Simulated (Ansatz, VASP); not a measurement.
# One calculation of Mo, two programs

INCAR

```
PREC = Accurate ; ENCUT = 520
EDIFF = 1E-7 ; ISMEAR = 0
SIGMA = 0.1 ; LREAL = False
LASPH = True ; NELM = 100
ALGO = Normal ; ISIF = 2
LWAVE = False ; LCHARG = False
GGA = PE ; NBANDS = 36
```

KPOINTS

```
regular mesh
0
Gamma
  6 4 6
```

File POSCAR:

```
Mo
1.0
    3.9094092970      0.0000000000      0.0000000000
    0.0000000000      6.4811074743      0.0000000000
    0.0000000000      0.0000000000      2.9149754308
Mo
4
Direct
    0.0205000000      0.2500000000      0.6348000000
    0.9795000000      0.7500000000      0.3652000000
    0.4795000000      0.7500000000      0.1348000000
    0.5205000000      0.2500000000      0.8652000000
```

Input for Ansatz:

```yaml
crystal:
  lattice:
    - [3.909409297, 0.0, 0.0]
    - [0.0, 6.4811074743, 0.0]
    - [0.0, 0.0, 2.9149754308]
  atoms:
    - { symbol: Mo, position: [0.0205, 0.25, 0.6348] }
    - { symbol: Mo, position: [0.9795, 0.75, 0.3652] }
    - { symbol: Mo, position: [0.4795, 0.75, 0.1348] }
    - { symbol: Mo, position: [0.5205, 0.25, 0.8652] }
basis:
  ecutwfc: 420
kpoints:
  mp_grid: { grid: [6, 4, 6] }
hamiltonian:
  xc: pbe
scf:
  occupations: { method: gaussian, width: 0.1 }
  lower_state_search: "off"
output:
  forces: true
  stress: true
  eigenvalues: true
```

Alike in both runs: task single point; functional PBE; k mesh 6 × 4 × 6; occupations gaussian, width 0.1 eV; no spin polarisation.

```csv
,VASP,Ansatz
version,VASP 6.6.1,Ansatz 0.2.0
potentials or method,"VASP PAW PBE potentials, release 64 (Mo_sv)","scalar-relativistic, plane waves, PAW"
plane-wave cutoff (eV),520,420
valence electrons in the cell,56,56
```

VASP gave:

```
gap on the k mesh at the Fermi level (eV) : none
rms of the force components (eV/Å)        : 2.910
```

Q: Which values does Ansatz return?

A: gap on the k mesh at the Fermi level (eV): none; rms of the force components (eV/Å): 2.812.

Atom by atom the forces differ by 0.098 eV/Å (rms over components). A gap of «none» marks a metal or a gap that the smearing closes. The functional is the same, so the differences come from potentials, cutoffs and numerics.

Caveats: forces of over 1 eV/Å show positions far from the minimum, so gaps and moduli don't describe the material at rest.
